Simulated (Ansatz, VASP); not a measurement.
## BN in VASP and in Ansatz

```
CELL_PARAMETERS angstrom
2.50399 0.00000 0.00000
-1.25200 2.16852 0.00000
0.00000 0.00000 6.66120
ATOMIC_POSITIONS crystal
B 0.33333 0.66667 0.25000
B 0.66667 0.33333 0.75000
N 0.33333 0.66667 0.75000
N 0.66667 0.33333 0.25000
```

Alike in both runs: task single point; functional PBE; dispersion D3(BJ); k mesh 12 × 12 × 4; occupations gaussian, width 0.05 eV; no spin polarisation.

|  | VASP | Ansatz |
| --- | --- | --- |
| version | VASP 6.6.1 | Ansatz 0.2.0 |
| potentials or method | VASP PAW PBE potentials, release 64 (B, N) | scalar-relativistic, plane waves, PAW |
| plane-wave cutoff (eV) | 520 | 420 |
| valence electrons in the cell | 16 | 16 |

Ansatz gave:

- gap on the k mesh at the Fermi level (eV): 4.29
- least direct gap on the mesh (eV): 4.65
- pressure (GPa): 0.6
- largest component of the traceless stress (GPa): 0.84

Question: What did VASP give for the same quantities?

Answer: gap on the k mesh at the Fermi level (eV): 4.28; least direct gap on the mesh (eV): 4.64; pressure (GPa): 0.7; largest component of the traceless stress (GPa): 1.05.

A k mesh can miss the band edges. Expect the measured gap to be larger: semilocal functionals such as PBE lack the derivative discontinuity.
